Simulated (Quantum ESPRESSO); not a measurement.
# AlN (P6_3mc) in Quantum ESPRESSO: settings compared, part 4 of 5

Quantum ESPRESSO 7.5. Earlier steps stand in the parts before.

### Step 4. Phonons, PBE

The input, pw.in:

```
&CONTROL
  calculation = 'scf'
  prefix = 'pwscf'
  outdir = './tmp'
  pseudo_dir = './pseudo'
  tprnfor = .true.
  tstress = .true.
  disk_io = 'low'
/
&SYSTEM
  ibrav = 0
  celldm(1) = 8
  nat = 4
  ntyp = 2
  ecutwfc = 45
  ecutrho = 360
  nbnd = 14
  occupations = 'smearing'
  smearing = 'fd'
  degauss = 0.00367493
/
&ELECTRONS
  conv_thr = 8d-10
  electron_maxstep = 120
  mixing_beta = 0.5
/
ATOMIC_SPECIES
Al    26.9815 al_pbe_v1.uspp.F.UPF
N     14.0070 n_pbe_v1.2.uspp.F.UPF
CELL_PARAMETERS alat
  0.7353396782450   0.0000000000000   0.0000000000000
 -0.3676698391225   0.6368228417753   0.0000000000000
  0.0000000000000   0.0000000000000   1.1765907283451
ATOMIC_POSITIONS crystal
Al     0.6666666667    0.3333333333    0.5000000000
Al     0.3333333333    0.6666666667    0.0000000000
N      0.6666666667    0.3333333333    0.8800000000
N      0.3333333333    0.6666666667    0.3800000000
K_POINTS automatic
6 6 4 0 0 1
```

The input, relax.in:

```
&CONTROL
  calculation = 'vc-relax'
  prefix = 'pwscf'
  outdir = './tmp'
  pseudo_dir = './pseudo'
  tprnfor = .true.
  tstress = .true.
  disk_io = 'low'
  nstep = 40
  forc_conv_thr = 0.0001
  etot_conv_thr = 1d-06
/
&SYSTEM
  ibrav = 0
  celldm(1) = 8
  nat = 4
  ntyp = 2
  ecutwfc = 45
  ecutrho = 360
  nbnd = 14
  occupations = 'smearing'
  smearing = 'fd'
  degauss = 0.00367493
/
&ELECTRONS
  conv_thr = 8d-10
  electron_maxstep = 120
  mixing_beta = 0.5
/
&IONS
  ion_dynamics = 'bfgs'
/
&CELL
  cell_dynamics = 'bfgs'
  press = 0
  press_conv_thr = 0.2
/
ATOMIC_SPECIES
Al    26.9815 al_pbe_v1.uspp.F.UPF
N     14.0070 n_pbe_v1.2.uspp.F.UPF
CELL_PARAMETERS alat
  0.7353396782450   0.0000000000000   0.0000000000000
 -0.3676698391225   0.6368228417753   0.0000000000000
  0.0000000000000   0.0000000000000   1.1765907283451
ATOMIC_POSITIONS crystal
Al     0.6666666667    0.3333333333    0.5000000000
Al     0.3333333333    0.6666666667    0.0000000000
N      0.6666666667    0.3333333333    0.8800000000
N      0.3333333333    0.6666666667    0.3800000000
K_POINTS automatic
6 6 4 0 0 1
```

The input, scf2.in:

```
&CONTROL
  calculation = 'scf'
  prefix = 'pwscf'
  outdir = './tmp'
  pseudo_dir = './pseudo'
  tprnfor = .true.
  tstress = .true.
  disk_io = 'low'
/
&SYSTEM
  ibrav = 0
  celldm(1) = 8
  nat = 4
  ntyp = 2
  ecutwfc = 45
  ecutrho = 360
  nbnd = 14
  occupations = 'fixed'
/
&ELECTRONS
  conv_thr = 1d-13
  electron_maxstep = 120
  mixing_beta = 0.5
  startingpot = 'file'
  startingwfc = 'file'
/
ATOMIC_SPECIES
Al    26.9815 al_pbe_v1.uspp.F.UPF
N     14.0070 n_pbe_v1.2.uspp.F.UPF
CELL_PARAMETERS alat
  0.7398932667012  -0.0000000000068   0.0000000000000
 -0.3699466333447   0.6407663650557   0.0000000000000
  0.0000000000000   0.0000000000000   1.1867824542715
ATOMIC_POSITIONS crystal
Al     0.6666666666    0.3333333332    0.4993079305
Al     0.3333333332    0.6666666666   -0.0006920695
N      0.6666666666    0.3333333332    0.8806920695
N      0.3333333332    0.6666666666    0.3806920695
K_POINTS automatic
6 6 4 0 0 1
```

The input, ph.in:

```
phonons of AlN
&INPUTPH
  prefix = 'pwscf'
  outdir = './tmp'
  tr2_ph = 1d-18
  fildyn = 'dyn'
  niter_ph = 90
  alpha_mix(1) = 0.7
  epsil = .true.
/
0.0000000000 0.0000000000 0.0000000000
```

The input, dynmat.in:

```
&INPUT
  fildyn = 'dyn'
  asr = 'crystal'
  lperm = .true.
  filout = 'dynmat.disp'
  fileig = 'dynmat.eig'
/
```

The input, dynmat_lo.in:

```
&INPUT
  fildyn = 'dyn'
  asr = 'crystal'
  filout = 'dynmat_lo.disp'
  fileig = 'dynmat_lo.eig'
  q(1) = 0
  q(2) = 0
  q(3) = 1
/
```

Potentials or basis: GBRV 1.5 PBE.

The run is started by

```bash
$ OMP_NUM_THREADS=1 pw.x -in pw.in > pw.out
$ OMP_NUM_THREADS=1 pw.x -in relax.in > relax.out
$ OMP_NUM_THREADS=1 pw.x -in scf2.in > scf2.out
$ OMP_NUM_THREADS=1 ph.x -in ph.in > ph.out
$ OMP_NUM_THREADS=1 dynmat.x -in dynmat.in > dynmat.out
$ OMP_NUM_THREADS=1 dynmat.x -in dynmat_lo.in > dynmat_lo.out
```

pw.out:

```text
This program is part of the open-source Quantum ESPRESSO suite
     for quantum simulation of materials; please cite
[... 9 lines left out ...]
     --------------------
     sticks:   dense  smooth     PW     G-vecs:    dense   smooth      PW
     Sum         847     433    127                32547    11561    1961

     Using Slab Decomposition

     bravais-lattice index     =            0
     lattice parameter (alat)  =       8.0000  a.u.
     unit-cell volume          =     282.0993 (a.u.)^3
     number of atoms/cell      =            4
     number of atomic types    =            2
     number of electrons       =        16.00
     number of Kohn-Sham states=           14
     kinetic-energy cutoff     =      45.0000  Ry
     charge density cutoff     =     360.0000  Ry
     scf convergence threshold =      8.0E-10
     mixing beta               =       0.5000
     number of iterations used =            8  plain     mixing
     Exchange-correlation= SLA  PW   PBE  PBE
                           (   1   4   3   4   0   0   0)

     celldm(1)=   8.000000  celldm(2)=   0.000000  celldm(3)=   0.000000
     celldm(4)=   0.000000  celldm(5)=   0.000000  celldm(6)=   0.000000

     crystal axes: (cart. coord. in units of alat)
               a(1) = (   0.735340   0.000000   0.000000 )
               a(2) = (  -0.367670   0.636823   0.000000 )
               a(3) = (   0.000000   0.000000   1.176591 )

     reciprocal axes: (cart. coord. in units 2 pi/alat)
               b(1) = (  1.359916  0.785148 -0.000000 )
               b(2) = (  0.000000  1.570295  0.000000 )
               b(3) = (  0.000000 -0.000000  0.849913 )

     PseudoPot. # 1 for Al read from file:
     al_pbe_v1.uspp.F.UPF
     Pseudo is Ultrasoft + core correction, Zval =  3.0
     Generated by new atomic code, or converted to UPF format
     Using radial grid of  893 points,  3 beta functions with:
                l(1) =   0
                l(2) =   1
                l(3) =   2
     Q(r) pseudized with  8 coefficients,  rinner =    0.900   0.900   0.900
                                                       0.900   0.900

     PseudoPot. # 2 for N  read from file:
     n_pbe_v1.2.uspp.F.UPF
     Pseudo is Ultrasoft + core correction, Zval =  5.0
     Generated by new atomic code, or converted to UPF format
     Using radial grid of  729 points,  4 beta functions with:
                l(1) =   0
                l(2) =   0
                l(3) =   1
                l(4) =   1
     Q(r) pseudized with  8 coefficients,  rinner =    0.900   0.900   0.900

     atomic species   valence    mass     pseudopotential
     Al                3.00    26.98150     Al( 1.00)
     N                 5.00    14.00700     N ( 1.00)

     12 Sym. Ops. (no inversion) found ( 6 have fractional translation)

   Cartesian axes

     site n.     atom                  positions (alat units)
         1        Al     tau(   1) = (   0.3676698   0.2122743   0.5882954  )
         2        Al     tau(   2) = (  -0.0000000   0.4245486   0.0000000  )
         3        N      tau(   3) = (   0.3676698   0.2122743   1.0353998  )
         4        N      tau(   4) = (  -0.0000000   0.4245486   0.4471045  )

     number of k points=    14  Fermi-Dirac smearing, width (Ry)=  0.0037
                       cart. coord. in units 2pi/alat
        k(    1) = (   0.0000000   0.0000000   0.1062392), wk =   0.0277778
        k(    2) = (   0.0000000   0.0000000   0.3187175), wk =   0.0277778
        k(    3) = (   0.0000000   0.2617159   0.1062392), wk =   0.1666667
        k(    4) = (   0.0000000   0.2617159   0.3187175), wk =   0.1666667
        k(    5) = (   0.0000000   0.5234318   0.1062392), wk =   0.1666667
        k(    6) = (   0.0000000   0.5234318   0.3187175), wk =   0.1666667
        k(    7) = (   0.0000000  -0.7851477   0.1062392), wk =   0.0833333
        k(    8) = (   0.0000000  -0.7851477   0.3187175), wk =   0.0833333
        k(    9) = (   0.2266526   0.3925739   0.1062392), wk =   0.1666667
        k(   10) = (   0.2266526   0.3925739   0.3187175), wk =   0.1666667
        k(   11) = (   0.2266526   0.6542898   0.1062392), wk =   0.3333333
        k(   12) = (   0.2266526   0.6542898   0.3187175), wk =   0.3333333
        k(   13) = (   0.4533052   0.7851477   0.1062392), wk =   0.0555556
        k(   14) = (   0.4533052   0.7851477   0.3187175), wk =   0.0555556

     Dense  grid:    32547 G-vectors     FFT dimensions: (  36,  36,  60)

     Smooth grid:    11561 G-vectors     FFT dimensions: (  25,  25,  48)

     Initial potential from superposition of free atoms

     starting charge      15.9951, renormalised to      16.0000
     Starting wfcs are   16 randomized atomic wfcs

     Self-consistent Calculation

     iteration #  1     ecut=    45.00 Ry     beta= 0.50
     Davidson diagonalization with overlap
     ethr =  1.00E-02,  avg # of iterations =  3.7

     total energy              =     -53.74045111 Ry
     estimated scf accuracy    <       1.20723072 Ry

     iteration #  2     ecut=    45.00 Ry     beta= 0.50
     Davidson diagonalization with overlap
     ethr =  7.55E-03,  avg # of iterations =  2.0

     total energy              =     -54.07811055 Ry
     estimated scf accuracy    <       0.15107954 Ry

     iteration #  3     ecut=    45.00 Ry     beta= 0.50
     Davidson diagonalization with overlap
     ethr =  9.44E-04,  avg # of iterations =  1.3

     total energy              =     -54.09964769 Ry
     estimated scf accuracy    <       0.00875721 Ry

     iteration #  4     ecut=    45.00 Ry     beta= 0.50
     Davidson diagonalization with overlap
     ethr =  5.47E-05,  avg # of iterations =  4.7

     total energy              =     -54.10029739 Ry
     estimated scf accuracy    <       0.00236783 Ry

     iteration #  5     ecut=    45.00 Ry     beta= 0.50
     Davidson diagonalization with overlap
     ethr =  1.48E-05,  avg # of iterations =  1.9
[... 15 lines left out ...]
     total energy              =     -54.10055819 Ry
     estimated scf accuracy    <       0.00000212 Ry

     iteration #  8     ecut=    45.00 Ry     beta= 0.50
     Davidson diagonalization with overlap
     ethr =  1.33E-08,  avg # of iterations =  1.6

     total energy              =     -54.10055852 Ry
     estimated scf accuracy    <       0.00000002 Ry

     iteration #  9     ecut=    45.00 Ry     beta= 0.50
     Davidson diagonalization with overlap
     ethr =  1.20E-10,  avg # of iterations =  2.1

     total energy              =     -54.10055853 Ry
     estimated scf accuracy    <          5.3E-09 Ry

     iteration # 10     ecut=    45.00 Ry     beta= 0.50
     Davidson diagonalization with overlap
     ethr =  3.33E-11,  avg # of iterations =  2.0

     End of self-consistent calculation

          k = 0.0000 0.0000 0.1062 (  1442 PWs)   bands (ev):

    -8.0420  -6.0458   1.2954   6.2864   6.2864   6.7548   6.9064   6.9064
    11.6040  13.7602  17.5898  18.1812  18.1812  19.6314

          k = 0.0000 0.0000 0.3187 (  1448 PWs)   bands (ev):

    -7.5784  -6.7823   2.7557   4.8620   6.4615   6.4615   6.7184   6.7184
    12.9766  13.8267  17.2022  17.9372  18.2677  18.2678

          k = 0.0000 0.2617 0.1062 (  1437 PWs)   bands (ev):

    -7.6961  -5.8429   1.6724   4.8795   5.4947   5.8958   6.8051   6.8384
    12.7007  14.8147  16.1718  16.8568  19.0311  19.0882

          k = 0.0000 0.2617 0.3187 (  1438 PWs)   bands (ev):

    -7.2561  -6.5119   2.8344   4.3243   5.4425   6.1405   6.1996   6.5154
    13.4770  14.5311  16.0461  16.7519  18.5226  19.0347

          k = 0.0000 0.5234 0.1062 (  1435 PWs)   bands (ev):

    -6.8038  -5.4651   2.2591   3.0848   3.7346   5.3005   6.2821   6.5178
    13.0935  13.7702  15.4000  17.2916  18.5130  18.5843

          k = 0.0000 0.5234 0.3187 (  1444 PWs)   bands (ev):

    -6.4547  -5.9045   2.1366   2.6909   4.8268   5.6142   6.0767   6.1129
    12.7136  13.4526  16.1927  17.0689  18.3586  19.0592

          k = 0.0000-0.7851 0.1062 (  1428 PWs)   bands (ev):

    -6.0850  -5.4328   1.5504   2.7141   3.9706   5.0508   5.5290   6.3671
    12.6168  12.9489  15.7054  17.0546  18.1514  19.2849

          k = 0.0000-0.7851 0.3187 (  1448 PWs)   bands (ev):

    -5.8788  -5.6042   1.3568   1.8042   5.1751   5.3857   5.9237   6.0158
    12.0930  12.8373  16.0961  16.8074  18.4015  19.2464

          k = 0.2267 0.3926 0.1062 (  1441 PWs)   bands (ev):

    -7.0706  -5.5451   2.3043   3.6923   3.9050   5.3111   6.1654   6.5608
    13.8399  14.5143  15.7464  16.2344  18.1196  18.7130

          k = 0.2267 0.3926 0.3187 (  1440 PWs)   bands (ev):

    -6.6874  -6.0656   2.6027   3.2330   4.9721   5.1958   5.7862   6.3152
    13.6583  14.0967  16.3498  16.5044  18.2225  18.6583

          k = 0.2267 0.6543 0.1062 (  1435 PWs)   bands (ev):

    -6.1579  -5.3739   2.0500   2.9144   3.8578   4.3705   5.5092   5.8287
    12.8999  14.3015  15.7777  16.9946  17.9130  18.9384

          k = 0.2267 0.6543 0.3187 (  1437 PWs)   bands (ev):

    -5.9237  -5.5955   1.8373   2.1940   4.1820   4.8289   5.5962   6.3126
    13.0414  13.8151  16.0394  16.7128  17.9219  18.5411

          k = 0.4533 0.7851 0.1062 (  1428 PWs)   bands (ev):

    -5.5676  -5.5676   2.3351   3.0560   3.0560   4.5301   5.0243   5.0243
    12.3929  15.4511  16.4485  16.4485  18.6483  18.6483

          k = 0.4533 0.7851 0.3187 (  1425 PWs)   bands (ev):

    -5.5357  -5.5357   2.3561   2.3561   2.8355   3.7066   6.1070   6.1070
    13.7953  15.0575  15.1721  15.1721  18.8802  18.8802

     the Fermi energy is     9.3789 ev

!    total energy              =     -54.10055853 Ry
     estimated scf accuracy    <          3.1E-10 Ry
     smearing contrib. (-TS)   =       0.00000000 Ry
     internal energy E=F+TS    =     -54.10055853 Ry

     The total energy is F=E-TS. E is the sum of the following terms:
     one-electron contribution =      -2.20959129 Ry
     hartree contribution      =      11.40670584 Ry
     xc contribution           =     -19.81122480 Ry
     ewald contribution        =     -43.48644828 Ry

     convergence has been achieved in  10 iterations

     Forces acting on atoms (cartesian axes, Ry/au):

     atom    1 type  1   force =     0.00000000   -0.00000000   -0.00496720
     atom    2 type  1   force =     0.00000000    0.00000000   -0.00496720
     atom    3 type  2   force =     0.00000000    0.00000000    0.00496720
     atom    4 type  2   force =     0.00000000    0.00000000    0.00496720

     Total force =     0.009934     Total SCF correction =     0.000000

     Computing stress (Cartesian axis) and pressure

          total   stress  (Ry/bohr**3)                   (kbar)     P=       42.32
   0.00024909   0.00000000   0.00000000           36.64        0.00        0.00
   0.00000000   0.00024909   0.00000000            0.00       36.64        0.00
   0.00000000   0.00000000   0.00036496            0.00        0.00       53.69

=------------------------------------------------------------------------------=
   JOB DONE.
=------------------------------------------------------------------------------=
```

Wall time 3.8 min (1 thread of Intel Xeon at 2.50GHz (Skylake/Cascade Lake), shared host); peak memory 0.1 GiB.

Results:

- Free energy: -736.0885 eV
- Relaxed volume: 10.67 Å³/atom
- Relaxed cell: a = 3.132 Å, b = 3.132 Å, c = 5.024 Å, α = 90.00°, β = 90.00°, γ = 120.00°
- Space group after relaxing (to 0.05 Å): P6_3mc (No. 186)
- Pressure after relaxing: 0.0 GPa
- Electronic dielectric tensor (diagonal): 4.55, 4.55, 4.70
- Born charges (mean of the diagonal): Al +2.58; N -2.60 e
- Highest phonon frequency at Γ, LO-TO splitting left out: 706 cm⁻¹
- Static dielectric tensor (diagonal): 8.38, 8.38, 9.82

Step by step:
```
step  energy change (eV)  largest force (eV/Å)  pressure (GPa)  volume (Å³)
   1              0.0000                0.1277            4.23        41.80
   2             -0.0127                0.0148           -0.09        42.71
   3             -0.0127                0.0068            0.00        42.69
   4             -0.0127                0.0022            0.01        42.69
   5             -0.0127                0.0005            0.01        42.69
   6             -0.0127                0.0003            0.00        42.69
```

Final structure:
```
Al N
1.0
     3.13228    0.00000    0.00000
    -1.56614    2.71263    0.00000
     0.00000    0.00000    5.02415
Al N
2 2
Direct
  0.66667 0.33333 0.49931
  0.33333 0.66667 0.99931
  0.66667 0.33333 0.88069
  0.33333 0.66667 0.38069
```

Phonon frequencies in cm⁻¹ (negative: imaginary):
| q point | frequencies |
| --- | --- |
| (0.000, 0.000, 0.000) | 8 8 13 236 236 536 595 636 636 649 649 706 |

Electronic dielectric tensor:
```
4.55 0.00 0.00
0.00 4.55 0.00
0.00 0.00 4.70
```

Born effective charge tensors (e):
atom 1, Al
```
2.53 0.00 0.00
0.00 2.53 0.00
0.00 0.00 2.69
```
atom 2, Al
```
2.53 0.00 0.00
0.00 2.53 0.00
0.00 0.00 2.69
```
atom 3, N
```
-2.55  0.00  0.00
 0.00 -2.55  0.00
 0.00  0.00 -2.69
```
atom 4, N
```
-2.55  0.00  0.00
 0.00 -2.55  0.00
 0.00  0.00 -2.69
```

Optical modes at Γ, degenerate ones joined, polar ones without the macroscopic field:
| cm⁻¹ | components | symmetry | active in | IR intensity, summed ((D/Å)²/amu) |
| --- | --- | --- | --- | --- |
| 236 | 2 | E2 | Raman | 0.00 |
| 536 | 1 | B1 | silent | 0.00 |
| 595 | 1 | A1 | IR and Raman | 36.27 |
| 636 | 2 | E2 | Raman | 0.00 |
| 649 | 2 | E1 | IR and Raman | 64.62 |
| 706 | 1 | B1 | silent | 0.00 |

Zone-centre frequencies without and with the macroscopic field along z (cm⁻¹):
|  | optical modes in rising order |
| --- | --- |
| without | 236 236 536 595 636 636 649 649 706 |
| with the field | 236 236 536 636 636 649 649 706 860 |

Static dielectric tensor, electrons and zone-centre modes:
```
8.38 0.00 0.00
0.00 8.38 0.00
0.00 0.00 9.82
```

[end of part 4 of 5]
